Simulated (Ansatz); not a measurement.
# CoPtO2 (R-3m) in Ansatz: relaxation of cell and atoms with LDA

Aim: the relaxation of cell and atoms of CoPtO2 with LDA.

Everything below comes from runs of Ansatz 0.2.0. Logs are shortened: lines on timing, memory, paths and dates and some standing lists are left out, and cuts for length are marked.

## (1) Starting point

It takes space group R-3m (No. 166, trigonal). The conventional cell has a = 2.825 Å, b = 2.825 Å, c = 17.818 Å, α = 90.00°, β = 90.00°, γ = 120.00°. Pt (site symmetry -3m) has 2 O at 2.00 Å as nearest neighbours. Around Co (site symmetry -3m) lie 6 O at 1.90 Å. O (site symmetry 3m) is surrounded by 3 Co at 1.90 Å and 1 Pt at 2.00 Å.

The cell is a database's computed one.

## (2) Relaxation of cell and atoms, LDA, collinear spin, ferromagnetic start

File input.yaml:

```yaml
crystal:
  lattice:
    - [1.4122699173, 0.8153744169, 5.9393891094]
    - [-1.4122699173, 0.8153744169, 5.9393891094]
    - [0.0, -1.6307488338, 5.9393891094]
  atoms:
    - { symbol: Pt, position: [0.0, 0.0, 0.0] }
    - { symbol: Co, position: [0.5, 0.5, 0.5], spin: 2.0 }
    - { symbol: O, position: [0.11224403, 0.11224403, 0.11224403] }
    - { symbol: O, position: [0.88775597, 0.88775597, 0.88775597] }
hamiltonian:
  xc: lda
  pseudopotentials: { kind: paw }
magnetization:
  spin_polarized: true
kpoints:
  mp_grid: { grid: [11, 11, 11] }
scf:
  occupations: { method: fermi_dirac, width: 0.05 }
output:
  forces: true
  stress: true
relax:
  f_tol: 0.01
  max_steps: 40
  cell: { stress_tol: 0.05 }
```

Potentials or basis: Ansatz PAW.

The run is started by

```console
ansatz run input.yaml --threads 2 --pin off --max-ram 5632MiB --backend cpu --events-out ev --progress --plain --runs-dir out
```

The program printed:

```text
Warning: RAYON_NUM_THREADS=2 ignored (pool sized by the plan → 2); use --threads N
basis.fft_grid_basis auto: the FFT boxes are laid along the combinations [[1, 0, -1], [0, 1, -1], [0, 0, 1]] of the cell's own vectors, 2.825, 2.825 and 6.159 Å long. The dense box has 20×20×45 points. Along the cell's own vectors, as sized, it would have 45×45×45, 5.06 times as many. Of the 12 symmetry operations that the crystal satisfies within crystal.symmetry.tolerance (time reversal apart; of a slab, those that keep its plane) the dense box along the cell's own vectors carries 12, and the one as laid loses 8 of those. basis.fft_grid_basis: typed keeps the cell's own vectors: state it where this run's energies or levels are differenced outside the engine with another run's, or held beside a run that keeps those vectors.
Engine: ansatz 0.2.0, x86_64-unknown-linux-gnu
Pseudopotentials: kind: paw
Pseudopotential: Pt, paw, valence charge 18, recommended cutoff 420 eV (normal), Pt.paw.azcp
Pseudopotential: Co, paw, valence charge 17, recommended cutoff 420 eV (normal), Co.paw.azcp
Pseudopotential: O, paw, valence charge 6, recommended cutoff 420 eV (normal), O.paw.azcp
Functional definition: SPW92
  exchange = slater_x
  correlation = pw_c
Crystal: 4 atoms, lattice volume = 41.036 Å³
Basis set: ecut = 420 eV, 805 PW (Γ), FFT grids on a1−a3, a2−a3, a3
Bands: 30, of which v1, the nominal top of the filled ones, is band 24 counted from 1 (23 counted from 0)
Symmetry: 12 space group operations
Space group: R-3m (ITA 166), of the structure as read, at distance tolerance 3.4e-5 Å
Magnetic group: BNS 166.97 (UNI 1327), of the structure as read, at distance tolerance 3.4e-5 Å
k-points: 146 of 1331
Non-local potential: Pt, projectors of the file, l = 0: 3, l = 1: 2, l = 2: 2, l = 3: 1
Non-local potential: Co, projectors of the file, l = 0: 3, l = 1: 2, l = 2: 3, l = 3: 1
Non-local potential: O, projectors of the file, l = 0: 2, l = 1: 2, l = 2: 1
PAW form: soft (Blöchl's): semilocal exchange-correlation on the pseudo side does not see the compensation charge
PAW frozen core: Pt, regenerated for the run's functional, and the local potential with it (the file was generated under x = pbe(κ = 0.804, μ = 0.2195149727645171), c = pbe(β = 0.06672455060314922))
PAW frozen core: Co, regenerated for the run's functional, and the local potential with it (the file was generated under x = pbe(κ = 0.804, μ = 0.2195149727645171), c = pbe(β = 0.06672455060314922))
PAW frozen core: O, regenerated for the run's functional, and the local potential with it (the file was generated under x = pbe(κ = 0.804, μ = 0.2195149727645171), c = pbe(β = 0.06672455060314922))
PAW one-centre angular grid: Pt, 590 points (default); XC on 64 Gauss nodes
PAW one-centre angular grid: Co, 590 points (default); XC on 64 Gauss nodes
PAW one-centre angular grid: O, 110 points (default); XC on 64 Gauss nodes
Initial density: superposition of atomic densities (chi_scale 0.1, normalization cell, long waves kept (reshape's long-wave potential 0.28 eV rms))
Starting moments: Σ|m| = 2 μB on 1 of 4 sites
Initial wavefunctions: pseudopotential atomic-orbital guess
Functional: x = slater, c = lda
SCF iter   1: F=—  HF=-18414.622971 eV  |F-HF|=—  |Δ(HF+E_count)|=         —  Δρ=8.37e-2 (↑5.04e-2 ↓8.37e-2)  dr2=4.93e0  dr2_m=2.37e-1  M=1.322 μB ∫|m|=1.592 μB  β_m=0.30  ethr=3.10e-3  ⟨swp⟩=5.4  Hψ=31470  notcnv=0
Mixer restart at iter 1: flushing history
preconditioner: auto → Kerker (q_TF=auto, 2.791 Å⁻¹)  [metal: Δε(μ)=0.001 eV  Ē_g=11.738 eV  σ=0.050 eV  W_gap=0.01  n_scr=16 (ndim 8)  ℏωp=32.3 eV  f_vac=0.000  D(μ)=6.36/eV (n_scr^D=106)]
spin=Collinear: Kerker preconditioning applied to the charge; magnetization (m = ρ↑ − ρ↓) channel mixes plain (no charge-response kernel on spin).
SCF iter   2: F=—  HF=-18415.685275 eV  |F-HF|=—  |Δ(HF+E_count)|=    1.06e0  Δρ=5.53e-2 (↑3.69e-2 ↓5.53e-2)  dr2=1.41e0  dr2_m=3.34e-1  M=1.168 μB ∫|m|=1.443 μB  β_m=0.48  ethr=3.10e-3  ⟨swp⟩=2.1  Hψ=15475  notcnv=0  defer=235
SCF iter   3: F=—  HF=-18416.288128 eV  |F-HF|=—  |Δ(HF+E_count)|=   6.03e-1  Δρ=5.36e-2 (↑2.86e-2 ↓5.36e-2)  dr2=9.03e-1  dr2_m=5.25e-1  M=0.741 μB ∫|m|=1.094 μB  β_m=0.55  ethr=2.99e-3  ⟨swp⟩=2.1  Hψ=12442  notcnv=0  defer=236
SCF iter   4: F=—  HF=-18416.684600 eV  |F-HF|=—  |Δ(HF+E_count)|=   3.96e-1  Δρ=4.57e-2 (↑4.57e-2 ↓3.31e-2)  dr2=9.02e-2  dr2_m=5.54e-1  M=0.245 μB ∫|m|=0.665 μB  β_m=0.81  ethr=1.92e-3  ⟨swp⟩=2.3  Hψ=12975  notcnv=0  defer=239
SCF iter   5: F=—  HF=-18417.008213 eV  |F-HF|=—  |Δ(HF+E_count)|=         —  Δρ=3.63e-2 (↑3.63e-2 ↓1.53e-2)  dr2=1.70e-1  dr2_m=2.22e-1  M=-0.003 μB ∫|m|=0.100 μB  β_m=0.87  ethr=1.92e-4  ⟨swp⟩=2.4  Hψ=16990  notcnv=0  defer=255
Mixer restart at iter 5: flushing history
SCF iter   6: F=—  HF=-18417.016552 eV  |F-HF|=—  |Δ(HF+E_count)|=   8.34e-3  Δρ=2.26e-2 (↑1.10e-2 ↓2.26e-2)  dr2=2.63e-1  dr2_m=1.45e-2  M=-0.002 μB ∫|m|=0.036 μB  β_m=0.81  ethr=1.92e-4  ⟨swp⟩=3.0  Hψ=18742  notcnv=0  defer=239
SCF iter   7: F=—  HF=-18416.988081 eV  |F-HF|=—  |Δ(HF+E_count)|=   2.85e-2  Δρ=1.42e-2 (↑1.42e-2 ↓8.31e-3)  dr2=1.18e-1  dr2_m=3.37e-3  M=-0.001 μB ∫|m|=0.017 μB  β_m=0.69  ethr=1.92e-4  ⟨swp⟩=3.1  Hψ=20319  notcnv=0  defer=193
[... 112 lines left out ...]
SCF iter   1: F=—  HF=-18417.038621 eV  |F-HF|=—  |Δ(HF+E_count)|=         —  Δρ=9.54e-6 (↑9.54e-6 ↓9.41e-6)  dr2=6.46e-8  dr2_m=4.58e-12  M=0.000 μB ∫|m|=0.000 μB  β_m=0.65  ethr=6.62e-8  ⟨swp⟩=3.4  Hψ=56138  notcnv=0
preconditioner: auto → none  [insulator: Δε(μ)=0.212 eV  Ē_g=12.265 eV  σ=0.050 eV  W_gap=0.78  n_scr=16 (ndim 8)  ℏωp=33.0 eV  f_vac=0.002  D(μ)=0.34/eV (n_scr^D=2)  ε∞_Penn≈8.2]
SCF iter   2: F=—  HF=-18417.038622 eV  |F-HF|=—  |Δ(HF+E_count)|=   2.16e-7  Δρ=7.90e-6 (↑7.82e-6 ↓7.90e-6)  dr2=7.92e-8  dr2_m=7.84e-13  M=0.000 μB ∫|m|=0.000 μB  β_m=0.35  ethr=1.38e-10  ⟨swp⟩=2.3  Hψ=15472  notcnv=0
SCF iter   3: F=—  HF=-18417.038622 eV  |F-HF|=—  |Δ(HF+E_count)|=  9.39e-10  Δρ=2.87e-6 (↑2.87e-6 ↓2.83e-6)  dr2=5.76e-9  dr2_m=9.75e-13  M=0.000 μB ∫|m|=0.000 μB  β_m=0.40  ethr=1.38e-10  ⟨swp⟩=2.1  Hψ=12602  notcnv=0
SCF iter   4: F=—  HF=-18417.038622 eV  |F-HF|=—  |Δ(HF+E_count)|=  7.20e-10  Δρ=1.67e-6 (↑1.67e-6 ↓1.67e-6)  dr2=6.63e-9  dr2_m=2.21e-13  M=0.000 μB ∫|m|=0.000 μB  β_m=0.32  ethr=1.22e-11  ⟨swp⟩=2.2  Hψ=11720  notcnv=0
SCF iter   5: F=—  HF=-18417.038622 eV  |F-HF|=—  |Δ(HF+E_count)|=  1.31e-10  Δρ=4.27e-7 (↑4.12e-7 ↓4.27e-7)  dr2=3.09e-10  dr2_m=5.46e-14  M=0.000 μB ∫|m|=0.000 μB  β_m=0.40  ethr=1.22e-11  ⟨swp⟩=1.7  Hψ=9260  notcnv=0
SCF iter   6: F=—  HF=-18417.038622 eV  |F-HF|=—  |Δ(HF+E_count)|=  6.98e-10  Δρ=2.28e-7 (↑2.18e-7 ↓2.28e-7)  dr2=6.38e-11  dr2_m=1.71e-14  M=0.000 μB ∫|m|=0.000 μB  β_m=0.61  ethr=1.00e-12  ⟨swp⟩=2.0  Hψ=11345  notcnv=0
SCF iter   7: F=—  HF=-18417.038622 eV  |F-HF|=—  |Δ(HF+E_count)|=  4.18e-10  Δρ=1.54e-7 (↑1.52e-7 ↓1.54e-7)  dr2=4.65e-11  dr2_m=6.81e-16  M=0.000 μB ∫|m|=0.000 μB  β_m=0.64  ethr=1.00e-12  ⟨swp⟩=2.0  Hψ=9908  notcnv=0
SCF iter   8: F=—  HF=-18417.038622 eV  |F-HF|=—  |Δ(HF+E_count)|=  8.37e-11  Δρ=5.50e-8 (↑5.50e-8 ↓5.47e-8)  dr2=5.60e-12  dr2_m=2.32e-17  M=-0.000 μB ∫|m|=0.000 μB  β_m=0.80  ethr=1.00e-12  ⟨swp⟩=1.9  Hψ=9200  notcnv=0
SCF iter   9: F=-18417.038622 eV  HF=-18417.038622 eV  |F-HF|=0.00e0  |Δ(HF+E_count)|=    0.00e0  Δρ=2.13e-8 (↑2.09e-8 ↓2.13e-8)  dr2=5.55e-13  dr2_m=2.40e-17  M=-0.000 μB ∫|m|=0.000 μB  ethr=1.00e-12  ⟨swp⟩=3.0  Hψ=26865  notcnv=0
the starting moments were not kept: the SCF closed with an absolute magnetisation of 3.9e-9 μB, where they sum to 2 μB in size (1 site). That is at most 0.1 of that sum. Measured as dr2_m measures the in/out step, that magnetisation stands 7.3e-18 eV from none, at or under the dr2_threshold of 4.0e-11 eV: it is no larger than a step whose dr2_m would equal this threshold.
SCF 8 converged in 9 iterations: F = -18417.038622 eV  dr2 = 5.55e-13
relax step   8: F+E_penalty+E_count = -18417.03862155 eV  Δ(F+E_penalty+E_count) = +2.682e-4 eV  max|allowed force component| = 8.488e-5 eV/Å  Δτ_max = 0.0000 Å  P = -0.009 GPa  Ω = 39.256 Å³  stress off target by 9.39e-3 GPa  SCF on the basis re-selected at this cell (its energy is not comparable with the rows above)  (9 SCF iters)
basis re-selected at this cell: Δ(F+E_penalty+E_count) = +2.682e-4 eV, ΔP = -0.007 GPa vs the last step (what re-selecting the basis moved, of the pressure what is left beyond the Pulay correction that the steps carried, after the strain that the cell walked since its last selection, with what the two solves' SCF thresholds leave and, on support functions, any second-order correction that the steps lacked; it is no measure of the basis error at this ecutwfc). This SCF's stress stands 9.39e-3 GPa from its target on what of the cell is left free (relax.cell.stress_tol is 5.00e-2 GPa) and its largest allowed force component is 8.49e-5 eV/Å (relax.f_tol is 1.00e-2 eV/Å): within both
SCF converged after 9 iterations
Magnetization: -0.0000 μB (23.5000 up, 23.5000 down)
Absolute magnetization: 0.0000 μB (∫|ρ↑−ρ↓|, with the PAW one-centre terms)
Spin contamination: 0.0000 ħ² per cell (⟨S²⟩ above its minimum at these occupations)
Per-site moments (μB) at R_I (Å): [(-5.142171187373078e-10, 0.8123807157731453), (1.3264653664426855e-9, 0.7710523758644124), (-6.78976845533499e-10, 0.7710523758644124), (-6.789768932431781e-10, 0.7710523758644127)]
Free energy (F): -18417.038622 eV
Harris-Foulkes:  -18417.038622 eV  (|F-HF|=0.00e0)
Internal energy: -18417.035393 eV  (E = F + TS)
E sigma→0 (E₀):  -18417.037007 eV
Entropy (-TS):   -0.003229 eV (-0.807 meV/atom)
Fermi energy:    17.357400 eV
--- Per-component energies (eV) ---
  E_band       = -445.831126
  E_kinetic    = 1441.107095
  E_local      = -5572.629545  (includes V_loc(G=0)·N_el)
  E_nonlocal   = 768.172957
  E_hartree    = 2232.137419
  E_xc         = -562.480871
  E_vxc        = -693.156378  (∫ρ·V_xc dr)
  E_paw        = -10922.586636  (= ΣΔE_a)
  E_vpaw       = -853.604995  (= ΣTr[D̂ρ^β])
  E_aug_tail   = 0.004932  (compensation charges beyond the density's cutoff)
  E_ewald      = -5801.836705
  E_core_change = 1.075963  (= ΣΔE_core)
  E_smearing   = -0.003229  (= −TS)
  E_closure    = 0.000000  (closes the sum)
  Σ components = -18417.038622   (vs F -18417.038622, Δ=0.00e0)
--- Forces (eV/Å), atoms counted from 1 ---
  atom   1  Pt     0.00000000     0.00000000     0.00000000
  atom   2  Co    -0.00000000     0.00000000    -0.00000000
  atom   3  O      0.00000000     0.00000000     0.00008488
  atom   4  O     -0.00000000    -0.00000000    -0.00008488
  max |Σ_I F_I| component: 1.05e-30 eV/Å
--- Stress (GPa, compression-positive) ---
       -0.009392       0.000000      -0.000000
        0.000000      -0.009392       0.000000
       -0.000000       0.000000      -0.008086
  P = ⅓ Tr σ = -0.0090 GPa (-0.090 kbar)
--- Relaxed structure (6 steps of the walk, 6 accepted, 2 SCFs on fresh bases) ---
  F+E_penalty+E_count = -18417.03862155 eV   max|allowed force component| = 8.488e-5 eV/Å   (the final SCF, on the basis selected at the relaxed cell)
  cell:  # Å, volume = 39.2561 Å³
    - [1.3922820089879346, 0.8038343926770566, 5.846040342738107]
    - [-1.3922820089879346, 0.8038343926770566, 5.846040342738107]
    - [-2.631351244384767e-33, -1.6076687853541132, 5.846040342738107]
  atoms:
    - { symbol: Pt, position: [-1.2169626118277433e-20, -1.2169626118277436e-20, -1.216962611827742e-20] }
    - { symbol: Co, position: [0.49999999999999994, 0.49999999999999994, 0.49999999999999994] }
    - { symbol: O, position: [0.11229297554997, 0.11229297554997, 0.11229297554997] }
    - { symbol: O, position: [0.8877070244500298, 0.8877070244500298, 0.8877070244500298] }
```

Wall time 83 s (2 threads of Intel Xeon Platinum 8259CL at 2.50GHz (Skylake/Cascade Lake), shared host); peak memory 0.61 GiB.

What came out:

```
Free energy                            : -18417.0386 eV
Relaxed volume                         : 9.81 Å³/atom
Relaxed cell                           : a = 6.063 Å, b = 6.063 Å, c = 6.063 Å, α = 26.55°, β = 26.55°, γ = 26.55°
Space group after relaxing (to 0.05 Å) : R-3m (No. 166)
Energy gained by relaxing              : 17.8 meV/atom
Ionic steps                            : 8
Pressure after relaxing                : 0.0 GPa
Net moment                             : 0.00 μB per cell
Absolute moment                        : 0.00 μB per cell
```

The path:
```csv
step,energy change (eV),largest force (eV/Å),volume (Å³)
1,0.0000,0.0881,41.04
2,-0.0702,0.2790,39.67
3,-0.0789,0.1347,39.29
4,-0.0796,0.0202,39.28
5,-0.0795,0.0001,39.30
6,-0.0711,0.0017,39.30
7,-0.0714,0.0001,39.26
8,-0.0711,0.0001,39.26
```

Final structure:
```xyz
4
Lattice="1.3923 0.8038 5.8460 -1.3923 0.8038 5.8460 0.0000 -1.6077 5.8460" Properties=species:S:1:pos:R:3 pbc="T T T"
Pt    0.0000    0.0000    0.0000
Co    0.0000    0.0000    8.7691
O     0.0000    0.0000    1.9694
O     0.0000    0.0000   15.5687
```

Caveat: the starting moments collapsed, and a magnetic state may lie lower; the plane-wave basis is chosen anew once the cell has moved, so the energies of steps on either side of that aren't comparable; the pressure holds a Pulay correction of +1.0 GPa for the finite cutoff; the PAW data sets come from PBE, with cores solved anew for the run's functional, which leaves a small shift of forces and pressure; the starting moments weren't kept.
